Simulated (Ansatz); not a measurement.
## CuO: iterations to self-consistency

The calculation used DFT r2SCAN, scalar-relativistic, plane waves, PAW (Ansatz).

```cif
data_structure
_symmetry_space_group_name_H-M 'P 1'
_symmetry_Int_Tables_number 1
_cell_length_a 2.8795
_cell_length_b 2.8795
_cell_length_c 5.1764
_cell_angle_alpha 89.807
_cell_angle_beta 89.806
_cell_angle_gamma 89.223
_cell_volume 42.92
loop_
_atom_site_label
_atom_site_type_symbol
_atom_site_fract_x
_atom_site_fract_y
_atom_site_fract_z
_atom_site_occupancy
Cu1 Cu 0.50000 0.00000 0.50000 1
Cu2 Cu 0.00000 0.50000 0.00000 1
O1 O 0.00158 0.99833 0.25011 1
O2 O 0.99842 0.00167 0.74989 1
```

```
plane-wave cutoff                               : 500 eV
Γ-centred k-mesh                                : 14×14×8
occupation rule                                 : Gaussian smearing, 0.1 eV
list of starting moments (μB, in atom order)    : -0.61 0.61 0 0
check for lower electronic states after the SCF : off
```

Each run starts from superposed atomic densities and uses the program's default quasi-Newton mixer with a history of 8 with its automatic preconditioner, at most 120 iterations and the default threshold on the density residual; only the mixing step differs.

Question: Order these values of the mixing step from fewest iterations to most.
A. 0.1
B. 1
C. 0.4

Answer: C (19 iterations), B (25 iterations), A (37 iterations).

| mixing step | iterations | converged | density residual (eV) at iterations 1, 3, 5 |
| --- | --- | --- | --- |
| 0.1 | 37 | yes | 27 0.91 1 |
| 0.4 | 19 | yes | 27 1.5 0.054 |
| 1 | 25 | yes | 27 7.6 2.8 |

Cost: 3 runs of about 19 core-minutes in all, on Oxide Virtual Turin-like Processor (Zen 5) (shared hosts).